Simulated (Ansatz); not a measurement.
# BaTiO3 (P1) in Ansatz: settings compared

The runs below take BaTiO3 through single point, relaxation of cell and atoms, with PBE, PBEsol+U.

Program: Ansatz 0.2.0. These are calculated values, not measurements. Logs are shortened: lines on timing, memory, paths and dates and some standing lists are left out, and cuts for length are marked.

**1. The crystal as given**

The typed cell holds 10 atoms: a = 3.803 Å, b = 4.131 Å, c = 7.975 Å, α = 89.10°, β = 88.33°, γ = 89.36°.

**2. Single point, PBE**

File input.yaml:

```yaml
crystal:
  lattice:
    - [-3.80268156, -0.05658243, -0.02181512]
    - [-0.02191438, -0.03167986, -4.13033488]
    - [-0.11316485, -7.97351199, -0.06307272]
  atoms:
    - { symbol: Ba, position: [0.04486322, 0.90916552, 0.49511477] }
    - { symbol: Ba, position: [0.00814907, 0.9218096, 0.02441397] }
    - { symbol: Ti, position: [0.45719229, 0.52057169, 0.20538669] }
    - { symbol: Ti, position: [0.50231709, 0.47064326, 0.76225275] }
    - { symbol: O, position: [0.48144089, 0.03993233, 0.24039032] }
    - { symbol: O, position: [0.45628989, 0.07297889, 0.69356516] }
    - { symbol: O, position: [0.5380255, 0.54058565, 0.44980358] }
    - { symbol: O, position: [0.5290554, 0.55799572, 0.03050014] }
    - { symbol: O, position: [0.98202325, 0.45739828, 0.26038045] }
    - { symbol: O, position: [0.00064341, 0.50891906, 0.83819216] }
hamiltonian:
  xc: pbe
  pseudopotentials: { kind: paw }
kpoints:
  mp_grid: { grid: [7, 7, 4] }
scf:
  occupations: { method: fermi_dirac, width: 0.05 }
basis:
  ecutwfc: "500 eV"
output:
  forces: true
  stress: true
  eigenvalues: true
```

Potentials or basis: Ansatz PAW.

Launch:

```bash
ansatz run input.yaml --threads 4 --pin off --max-ram 11264MiB --backend cpu --events-out ev --progress --plain --runs-dir out
```

The log of the run:

```text
Warning: RAYON_NUM_THREADS=4 ignored (pool sized by the plan → 4); use --threads N
Engine: ansatz 0.2.0, aarch64-unknown-linux-gnu
Pseudopotentials: kind: paw
Pseudopotential: Ba, paw, valence charge 10, recommended cutoff 420 eV (normal), Ba.paw.azcp
Pseudopotential: Ti, paw, valence charge 12, recommended cutoff 420 eV (normal), Ti.paw.azcp
Pseudopotential: O, paw, valence charge 6, recommended cutoff 420 eV (normal), O.paw.azcp
Functional definition: PBE
  parameter kappa = 0.804
  parameter beta = 0.06672455060314922
  exchange = pbe_x(kappa = kappa, mu = beta*pi^2/3)
  correlation = pbe_c(beta = beta)
Crystal: 10 atoms, lattice volume = 125.197 Å³
Basis set: ecut = 500 eV, 3177 PW (Γ), exchange–correlation on 60×64×120 points (8 copies of the dense FFT grid, shifted against one another)
Bands: 50, of which v1, the nominal top of the filled ones, is band 40 counted from 1 (39 counted from 0)
Symmetry: 1 space group operations
Space group: P1 (ITA 1), of the structure as read, at distance tolerance 5.0e-5 Å
k-points: 99 of 196 (time reversal used)
Non-local potential: Ba, projectors of the file, l = 0: 3, l = 1: 2, l = 2: 2, l = 3: 2
Non-local potential: Ti, projectors of the file, l = 0: 3, l = 1: 2, l = 2: 3, l = 3: 1
Non-local potential: O, projectors of the file, l = 0: 2, l = 1: 2, l = 2: 1
PAW form: soft (Blöchl's): semilocal exchange-correlation on the pseudo side does not see the compensation charge
PAW one-centre angular grid: Ba, 194 points (default); XC on 64 Gauss nodes
PAW one-centre angular grid: Ti, 590 points (default); XC on 64 Gauss nodes
PAW one-centre angular grid: O, 110 points (default); XC on 64 Gauss nodes
Initial density: superposition of atomic densities (neutral atoms: chi_scale 0, normalization atom), corrected by the library's trained network
Initial wavefunctions: pseudopotential atomic-orbital guess
Functional: x = pbe(κ = 0.804, μ = 0.2195149727645171), c = pbe(β = 0.06672455060314922)
SCF iter   1: F=—  HF=-20308.817613 eV  |F-HF|=—  |Δ(HF+E_count)|=         —  Δρ=1.04e-2  dr2=1.99e-1  ethr=1.77e-3  ⟨swp⟩=6.7  Hψ=21746  notcnv=0  defer=55
preconditioner: auto → Resta (q_TF=auto, 2.532 Å⁻¹)  ε∞=5.8  [insulator: Δε(μ)=0.430 eV  Ē_g=12.058 eV  σ=0.050 eV  W_gap=0.97  n_scr=38 (ndim 8)  ℏωp=26.5 eV  f_vac=0.004  D(μ)=0.05/eV (n_scr^D=0)  ε∞_Penn≈5.8]
SCF iter   2: F=—  HF=-20308.789310 eV  |F-HF|=—  |Δ(HF+E_count)|=   2.83e-2  Δρ=5.21e-3  dr2=5.98e-2  ethr=2.49e-4  ⟨swp⟩=2.0  Hψ=6338  notcnv=0  defer=370
SCF iter   3: F=—  HF=-20308.778640 eV  |F-HF|=—  |Δ(HF+E_count)|=   1.07e-2  Δρ=1.07e-3  dr2=2.21e-3  ethr=7.48e-5  ⟨swp⟩=2.5  Hψ=7498  notcnv=0  defer=370
SCF iter   4: F=—  HF=-20308.778404 eV  |F-HF|=—  |Δ(HF+E_count)|=   2.36e-4  Δρ=4.05e-4  dr2=2.66e-4  ethr=2.77e-6  ⟨swp⟩=2.2  Hψ=7003  notcnv=0  defer=271
automatic band count: iteration 4 solves 49 bands in place of 50: the levels show a gap, and the empty bands left out lie too high to hold charge; the band table lists the bands solved (type scf.n_extra_bands for more)
SCF iter   5: F=—  HF=-20308.778394 eV  |F-HF|=—  |Δ(HF+E_count)|=   1.03e-5  Δρ=1.25e-4  dr2=2.10e-5  ethr=3.32e-7  ⟨swp⟩=2.0  Hψ=7307  notcnv=0  defer=271
SCF iter   6: F=—  HF=-20308.778403 eV  |F-HF|=—  |Δ(HF+E_count)|=   9.18e-6  Δρ=3.81e-5  dr2=2.09e-6  ethr=2.63e-8  ⟨swp⟩=2.0  Hψ=8509  notcnv=0  defer=271
SCF iter   7: F=—  HF=-20308.778404 eV  |F-HF|=—  |Δ(HF+E_count)|=   1.05e-6  Δρ=1.34e-5  dr2=2.37e-7  ethr=2.61e-9  ⟨swp⟩=2.0  Hψ=7181  notcnv=0  defer=271
SCF iter   8: F=-20308.778404 eV  HF=-20308.778404 eV  |F-HF|=5.20e-9  |Δ(HF+E_count)|=   7.76e-8  Δρ=4.62e-6  dr2=2.53e-8  ethr=1.25e-10  ⟨swp⟩=11.1  Hψ=22174  notcnv=0
SCF 1 converged in 8 iterations: F = -20308.778404 eV  dr2 = 2.53e-8
SCF converged after 8 iterations
Free energy (F): -20308.778404 eV
Harris-Foulkes:  -20308.778404 eV  (|F-HF|=5.20e-9)
Internal energy: -20308.776875 eV  (E = F + TS)
E sigma→0 (E₀):  -20308.777639 eV
Entropy (-TS):   -0.001530 eV (-0.153 meV/atom)
Fermi energy:    12.009033 eV
--- Per-component energies (eV) ---
  E_band       = -249.452519
  E_kinetic    = 1973.957608
  E_local      = -4611.425784  (includes V_loc(G=0)·N_el)
  E_nonlocal   = 419.077832
  E_hartree    = 1849.139154
  E_xc         = -988.557307
  E_vxc        = -1099.943280  (∫ρ·V_xc dr)
  E_paw        = -13497.612701  (= ΣΔE_a)
  E_vpaw       = -629.402178  (= ΣTr[D̂ρ^β])
  E_aug_tail   = 0.006414  (compensation charges beyond the density's cutoff)
  E_ewald      = -5453.362090
  E_smearing   = -0.001530  (= −TS)
  E_closure    = -0.000000  (closes the sum)
  Σ components = -20308.778404   (vs F -20308.778404, Δ=0.00e0)
--- Forces (eV/Å), atoms counted from 1 ---
  atom   1  Ba     1.95130450     2.25044318    -1.87427245
  atom   2  Ba     0.61907567    -0.41702823    -5.83256260
  atom   3  Ti     2.25637183   -26.09932571     4.82891286
  atom   4  Ti    -0.10398498     2.10588561     0.50652398
  atom   5  O     -0.14907279     1.46661789     1.77312174
  atom   6  O     -1.67327761    -3.23676996     0.19626119
  atom   7  O      0.32239950    -5.66096982     0.52405873
  atom   8  O     -2.42910640    23.75823260    -0.74355062
  atom   9  O     -0.35283937     2.16942410    -0.87701492
  atom  10  O     -0.44081238     3.66343927     1.49857334
  max |Σ_I F_I| component: 5.80e-5 eV/Å
--- Stress (GPa, compression-positive) ---
       30.790607      -7.583228      -1.475133
       -7.583228      58.916275      -0.957717
       -1.475133      -0.957716      20.366782
  P = ⅓ Tr σ = 36.6912 GPa (366.912 kbar)
--- Band table (eV; the first three rows and the last of 99) ---
  k-point 0: bands = ["-46.5305", "-44.3538", "-22.9476", "-22.7783", "-22.7346", "-22.4519", "-20.4002", "-20.3279", "-14.2212", "-13.1934", "-7.3074", "-6.7239", "-6.4076", "-5.3566", "-4.5286", "-4.0785", "0.2437", "0.4634", "1.0278", "1.5731", "1.7226", "1.9323", "5.3698", "5.9171", "6.0946", "7.1932", "7.3267", "7.5329", "7.7400", "7.9266", "8.1979", "8.7102", "8.9707", "9.4262", "9.9355", "10.4208", "10.4842", "10.5546", "11.2539", "11.7408", "12.1820", "13.2547", "13.8651", "14.0368", "14.2092", "14.6696", "16.0005", "16.2593", "16.2982"]
  k-point 1: bands = ["-46.5305", "-44.3538", "-22.9475", "-22.7777", "-22.7344", "-22.4528", "-20.4002", "-20.3279", "-14.2189", "-13.1971", "-7.3022", "-6.6933", "-6.4248", "-5.3721", "-4.5312", "-4.0874", "0.2442", "0.4616", "1.0428", "1.5481", "1.7278", "1.9404", "5.3998", "5.9022", "6.1448", "7.1529", "7.3222", "7.4930", "7.8039", "7.9116", "8.2183", "8.7696", "8.9577", "9.3733", "9.9503", "10.3688", "10.4513", "10.5594", "11.2637", "11.7244", "12.1667", "13.2506", "13.8597", "14.0150", "14.2048", "14.6770", "15.9744", "16.3602", "16.5214"]
  k-point 2: bands = ["-46.5305", "-44.3538", "-22.9475", "-22.7772", "-22.7342", "-22.4537", "-20.4002", "-20.3279", "-14.2165", "-13.2008", "-7.2970", "-6.6567", "-6.4477", "-5.3878", "-4.5338", "-4.0962", "0.2446", "0.4599", "1.0591", "1.5234", "1.7317", "1.9482", "5.4300", "5.8911", "6.1919", "7.1289", "7.3254", "7.4280", "7.8698", "7.9162", "8.2127", "8.8625", "8.9212", "9.3258", "9.9634", "10.2726", "10.4544", "10.5626", "11.2730", "11.7073", "12.1509", "13.2538", "13.8604", "13.9923", "14.1920", "14.6937", "15.9811", "16.4490", "16.6123"]
  k-point 98: bands = ["-46.5285", "-44.3514", "-22.9502", "-22.8168", "-22.7554", "-22.4452", "-20.4842", "-20.3394", "-14.0033", "-12.9946", "-7.1336", "-6.8122", "-6.5795", "-4.9770", "-4.7229", "-4.2626", "0.1313", "0.4883", "0.7728", "1.3731", "1.6265", "1.8267", "5.2506", "5.5723", "6.1863", "6.7488", "7.0488", "7.3087", "7.7043", "7.7525", "8.0907", "8.5540", "9.0261", "9.3811", "9.6710", "9.9244", "10.5227", "10.9185", "11.2622", "11.5986", "12.6964", "12.9238", "13.5913", "13.9574", "14.7232", "15.3235", "16.1781", "16.5794", "17.0880"]
```

It took 24 s on 4 threads of Arm Neoverse V2, shared host; peak memory 0.85 GiB.

Results:

- Free energy: -20308.7784 eV
- Pressure: 36.7 GPa
- Largest force: 26.638 eV/Å
- Band gap on the k mesh: 0.33 eV, indirect (least direct gap 0.44 eV)

Forces on the atoms (eV/Å):
```
Ba    1.951   2.250  -1.874
Ba    0.619  -0.417  -5.833
Ti    2.256 -26.099   4.829
Ti   -0.104   2.106   0.507
O    -0.149   1.467   1.773
O    -1.673  -3.237   0.196
O     0.322  -5.661   0.524
O    -2.429  23.758  -0.744
O    -0.353   2.169  -0.877
O    -0.441   3.663   1.499
```

Levels at points of the mesh, in eV from the valence-band top:
```tsv
k point	band 38	band 39	band 40	band 41	band 42	band 43
(0.00, 0.00, 0.00)	-1.26	-0.56	-0.08	0.36	1.44	2.05
(0.00, 0.00, -0.50)	-1.26	-0.55	-0.11	0.33	1.44	2.04
```

Caveat: a pressure of tens of GPa on the cell as given is suspect, and the run, the potentials or the cell itself is likely at fault; odd divisions of the mesh miss points on the zone boundary, where band edges often lie, so the gap on the mesh can be too wide; spin-orbit coupling is left out, which moves the levels of the heavy elements; forces of over 1 eV/Å show positions far from the minimum, so gaps and moduli don't describe the material at rest. PBE gaps usually lie below the measured ones, often by a third to a half.

**3. Relaxation of cell and atoms, PBEsol+U**

Edit input.yaml of step 2 so:

```diff
@@ -17,4 +17,5 @@
 hamiltonian:
-  xc: pbe
+  xc: pbesol
   pseudopotentials: { kind: paw }
+  hubbard: { sites: [{ species: Ti, l: d, u_eff: 1.0 }] }
 kpoints:
@@ -23,4 +24,2 @@
   occupations: { method: fermi_dirac, width: 0.05 }
-basis:
-  ecutwfc: "500 eV"
 output:
@@ -29 +28,9 @@
   eigenvalues: true
+  write_density: true
+  write_potential: true
+  elf: true
+  volumetric_format: npy
+relax:
+  f_tol: 0.01
+  max_steps: 40
+  cell: { stress_tol: 0.05 }
```

Potentials or basis: Ansatz PAW.

Launch:

```bash
ansatz run input.yaml --threads 4 --pin off --max-ram 11264MiB --backend cpu --events-out ev --progress --plain --runs-dir out
```

The log of the run:

```text
Warning: RAYON_NUM_THREADS=4 ignored (pool sized by the plan → 4); use --threads N
Ba: projections on atomic orbitals take those of the free atom [Kr 4d10] 5s2 5p6 6s2, of charge +0.00 (hamiltonian.pseudopotentials.projection_atoms); the dataset's partial waves leave at most 9.7e-6 of an orbital's norm unspanned inside its sphere
Ti: projections on atomic orbitals take those of the free atom [Ne] 3s2 3p6 3d2 4s2, of charge +0.00 (hamiltonian.pseudopotentials.projection_atoms); the dataset's partial waves leave at most 4.1e-7 of an orbital's norm unspanned inside its sphere
O: projections on atomic orbitals take those of the free atom [He] 2s2 2p4, of charge +0.00 (hamiltonian.pseudopotentials.projection_atoms); the dataset's partial waves leave at most 1.9e-8 of an orbital's norm unspanned inside its sphere
[... 5 set-up lines as earlier in the session ...]
Functional definition: PBEsol
  exchange = pbesol_x
  correlation = pbesol_c
Crystal: 10 atoms, lattice volume = 125.197 Å³
[... 240 lines left out ...]
  k-point 98: bands = ["-45.9382", "-45.9376", "-22.3506", "-22.3483", "-22.3436", "-22.3094", "-22.3072", "-22.3057", "-14.0787", "-14.0179", "-6.5082", "-6.1136", "-5.6718", "-5.6637", "-5.6207", "-5.5323", "0.3933", "0.4379", "0.5716", "0.7500", "0.8056", "0.9297", "6.2026", "6.3588", "6.7071", "6.7711", "7.2619", "7.5824", "7.6545", "7.6920", "7.8187", "8.0334", "8.3405", "8.8278", "9.1602", "9.3454", "9.4118", "9.4191", "9.5585", "10.1435", "13.2467", "14.0547", "14.1070", "14.1602", "14.2299", "14.4689", "15.4101", "16.0086", "16.8646", "17.7006"]
Occupation matrices written to <dir>
--- Relaxed structure (10 steps of the walk, 10 accepted, 3 SCFs on fresh bases) ---
  F+E_penalty+E_count = -20053.16794636 eV   max|allowed force component| = 4.263e-4 eV/Å   (the final SCF, on the basis selected at the relaxed cell)
  cell:  # Å, volume = 126.8066 Å³
    - [-3.9853557582347703, -0.003591316064462247, -0.003544858771243456]
    - [-0.0039032404038391796, -0.004062706598814476, -3.98893834272557]
    - [-0.007457425591146572, -7.976614435213988, -0.007642839638349941]
  atoms:
    - { symbol: Ba, position: [-0.005404803073140947, 0.9942760703617743, 0.49716686870283977] }
    - { symbol: Ba, position: [-0.0053960109235852835, 0.9942771399076593, -0.0028318058159056284] }
    - { symbol: Ti, position: [0.48501756893252074, 0.4842880544834236, 0.24220347034604392] }
    - { symbol: Ti, position: [0.4850203531143918, 0.48429043867669935, 0.7422053250450544] }
    - { symbol: O, position: [0.5049736646429214, 0.010975876236332996, 0.2525639855672438] }
    - { symbol: O, position: [0.5049759542086425, 0.01097815001785402, 0.7525669200008906] }
    - { symbol: O, position: [0.5049882780146904, 0.505177252791257, 0.5054398047634796] }
    - { symbol: O, position: [0.5049894613433041, 0.5051774697937157, 0.005440205273597004] }
    - { symbol: O, position: [1.0104164143704297, 0.5052788808877691, 0.2526213532757333] }
    - { symbol: O, position: [0.010419129369826273, 0.5052806668435162, 0.7526238628410232] }
```

rho_z.tsv:

```text
# z_ang	rho[e/angstrom^3]
# format = ansatz-planar-average/11
# lattice	-3.985355758	-0.003591316	-0.003544859
# lattice	-0.003903240	-0.004062707	-3.988938343
# lattice	-0.007457426	-7.976614435	-0.007642840
# sites	10
# site	56	0.013951580	-3.969728463	-3.969886548
# site	56	0.017645238	0.018568146	-3.966069436
# site	22	-1.936664068	-1.935673069	-1.935365631
# site	22	-1.940403900	-5.923995101	-1.939196585
# site	8	-2.014426021	-2.016463645	-0.047502460
# site	8	-2.018163889	-6.004794287	-0.051332980
# site	8	-2.018299050	-4.035564402	-2.020774021
# site	8	-2.014575057	-0.047260385	-2.016953474
# site	8	-4.030725005	-2.020744658	-2.021038830
# site	8	-0.049108806	-6.005480594	-2.021322544
0.000000	7.473172e-1
0.147715	7.350164e-1
0.295430	6.614710e-1
0.443146	5.484596e-1
0.590861	4.289733e-1
0.738576	3.276783e-1
[... 46 lines left out ...]
7.681191	6.013829e-1
7.828906	6.965009e-1
```

v_z.tsv:

```text
# z_ang	v_es[eV]	v_tot[eV]
# format = ansatz-planar-average/11
# xc	pbesol
# density_cutoff_ev	1680
# datasets	Ba=:simpson_from_first_knot:soft:shift=-1146388	Ti=:simpson_from_first_knot:soft:shift=-797321	O=:simpson_from_first_knot:soft:shift=-234619
# lattice	-3.985355758	-0.003591316	-0.003544859
# lattice	-0.003903240	-0.004062707	-3.988938343
# lattice	-0.007457426	-7.976614435	-0.007642840
# sites	10
# site	56	0.013951580	-3.969728463	-3.969886548
# site	56	0.017645238	0.018568146	-3.966069436
# site	22	-1.936664068	-1.935673069	-1.935365631
# site	22	-1.940403900	-5.923995101	-1.939196585
# site	8	-2.014426021	-2.016463645	-0.047502460
# site	8	-2.018163889	-6.004794287	-0.051332980
# site	8	-2.018299050	-4.035564402	-2.020774021
# site	8	-2.014575057	-0.047260385	-2.016953474
# site	8	-4.030725005	-2.020744658	-2.021038830
# site	8	-0.049108806	-6.005480594	-2.021322544
0.000000	1.024592e0	-1.183733e1
0.147715	1.376891e0	-1.136429e1
0.295430	2.602093e0	-9.737688e0
0.443146	4.420379e0	-7.286689e0
0.590861	6.620663e0	-4.328211e0
0.738576	8.668782e0	-1.559166e0
[... 46 lines left out ...]
7.681191	2.909263e0	-9.322869e0
7.828906	1.570683e0	-1.111299e1
```

Wall time 6.7 min (4 threads of Arm Neoverse V2, shared host); peak memory 1.1 GiB.

What came out:

| Property | Result |
| --- | --- |
| Free energy | -20053.1679 eV |
| Relaxed volume | 12.68 Å³/atom |
| Relaxed cell | a = 3.985 Å, b = 3.989 Å, c = 7.977 Å, α = 89.89°, β = 89.89°, γ = 89.89° |
| Space group after relaxing (to 0.05 Å) | R3m (No. 160) |
| Energy gained by relaxing | 1011.1 meV/atom |
| Ionic steps | 13 |
| Pressure after relaxing | 0.0 GPa |
| Band gap on the k mesh | 2.35 eV, indirect (least direct gap 2.54 eV) |

The path:
```tsv
step	energy change (eV)	largest force (eV/Å)	volume (Å³)
1	0.0000	26.4960	125.20
2	-6.4475	10.7501	131.19
3	-9.0676	3.1828	130.23
4	-9.8843	1.2479	129.96
5	-10.0874	0.1287	126.78
6	-10.0926	0.0335	126.66
7	-10.0928	0.0016	126.68
8	-10.1089	0.0027	126.68
9	-10.1104	0.0050	126.80
10	-10.1105	0.0008	126.81
11	-10.1112	0.0008	126.81
12	-10.1113	0.0004	126.81
13	-10.1113	0.0005	126.81
```

Final structure:
```cif
data_structure
_symmetry_space_group_name_H-M 'P 1'
_symmetry_Int_Tables_number 1
_cell_length_a 3.9854
_cell_length_b 3.9889
_cell_length_c 7.9766
_cell_angle_alpha 89.887
_cell_angle_beta 89.895
_cell_angle_gamma 89.893
_cell_volume 126.81
loop_
_atom_site_label
_atom_site_type_symbol
_atom_site_fract_x
_atom_site_fract_y
_atom_site_fract_z
_atom_site_occupancy
Ba1 Ba 0.99460 0.99428 0.49717 1
Ba2 Ba 0.99460 0.99428 0.99717 1
Ti1 Ti 0.48502 0.48429 0.24220 1
Ti2 Ti 0.48502 0.48429 0.74221 1
O1 O 0.50497 0.01098 0.25256 1
O2 O 0.50498 0.01098 0.75257 1
O3 O 0.50499 0.50518 0.50544 1
O4 O 0.50499 0.50518 0.00544 1
O5 O 0.01042 0.50528 0.25262 1
O6 O 0.01042 0.50528 0.75262 1
```

Levels at points of the mesh, in eV from the valence-band top:
```
            k point  band 36  band 37  band 38  band 39  band 40  band 41  band 42  band 43  band 44  band 45
 (0.00, 0.00, 0.00)    -0.83    -0.74    -0.34    -0.24    -0.24     2.35     2.36     2.48     2.50     3.87
(0.00, 0.00, -0.50)    -1.17    -0.54    -0.54    -0.51    -0.51     2.44     2.44     3.12     3.12     3.19
```

Eigenvalues of the final occupation matrices:
```csv
site,spin,trace,eigenvalues
site 1,1,1.18,0.20 0.20 0.20 0.29 0.29
site 2,1,1.18,0.20 0.20 0.20 0.29 0.29
```

Caveat: the electronic state changed during the relaxation; odd divisions of the mesh miss points on the zone boundary, where band edges often lie, so the gap on the mesh can be too wide; the plane-wave basis is chosen anew once the cell has moved, so the energies of steps on either side of that aren't comparable; the pressure holds a Pulay correction of +0.6 GPa for the finite cutoff; spin-orbit coupling is left out, which moves the levels of the heavy elements; the PAW data sets come from PBE, with cores solved anew for the run's functional, which leaves a small shift of forces and pressure. A k mesh can miss the band edges.
